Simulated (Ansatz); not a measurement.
# C: the cost of one run

Method: DFT PBE, scalar-relativistic, plane waves, PAW, in Ansatz 0.2.0.

2 further runs of the same task are left out: 2 set aside as unsound or not needed.

**1. The structure to begin with**

Symmetry: P6/mmm, No. 191, hexagonal system. The conventional cell has a = 4.837 Å, b = 4.837 Å, c = 4.172 Å, α = 90.00°, β = 90.00°, γ = 120.00°. Around C (site symmetry 3m) lie 4 C at 1.53 to 1.54 Å. C (site symmetry 2mm) has 1 C at 1.33 Å as nearest neighbours.

Coordinates:

```
CELL_PARAMETERS angstrom
4.83717 0.00000 0.00000
-2.41859 4.18911 0.00000
0.00000 0.00000 4.17248
ATOMIC_POSITIONS crystal
C 0.66667 0.33333 0.18393
C 0.33333 0.66667 0.18393
C 0.66667 0.33333 0.81607
C 0.33333 0.66667 0.81607
C 0.50000 0.50000 0.34046
C 0.00000 0.50000 0.34046
C 0.50000 0.00000 0.34046
C 0.50000 0.50000 0.65954
C 0.50000 0.00000 0.65954
C 0.00000 0.50000 0.65954
```

It is the result of an earlier relaxation at this level (volume 8.45 Å³/atom; gap on the mesh: none (metal)).

**2. The undisturbed cell**

The input, input.yaml:

```yaml
crystal:
  lattice:
    - [4.8371701216, 0.0, 0.0]
    - [-2.4185850608, 4.1891122077, 0.0]
    - [0.0, 0.0, 4.1724817111]
  atoms:
    - { symbol: C, position: [0.6666666667, 0.3333333333, 0.1839325] }
    - { symbol: C, position: [0.3333333333, 0.6666666667, 0.1839325] }
    - { symbol: C, position: [0.6666666667, 0.3333333333, 0.8160675] }
    - { symbol: C, position: [0.3333333333, 0.6666666667, 0.8160675] }
    - { symbol: C, position: [0.5, 0.5, 0.3404600926] }
    - { symbol: C, position: [0.0, 0.5, 0.3404600926] }
    - { symbol: C, position: [0.5, 0.0, 0.3404600926] }
    - { symbol: C, position: [0.5, 0.5, 0.6595399074] }
    - { symbol: C, position: [0.5, 0.0, 0.6595399074] }
    - { symbol: C, position: [0.0, 0.5, 0.6595399074] }
basis:
  ecutwfc: 420
kpoints:
  mp_grid: { grid: [12, 12, 10] }
hamiltonian:
  xc: pbe
scf:
  occupations: { method: gaussian, width: 0.15 }
output:
  forces: true
  stress: true
  eigenvalues: true
```

Command:

```console
$ ansatz run input.yaml --threads 2 --pin off --max-ram 5120MiB --backend cpu --events-out ev --progress --plain --runs-dir out
```

Q: Estimate wall time and peak memory on 2 threads of Intel Xeon Platinum 8259CL at 2.50GHz (Skylake/Cascade Lake), shared host.

About 8.9 s, with a peak of 0.54 GiB.
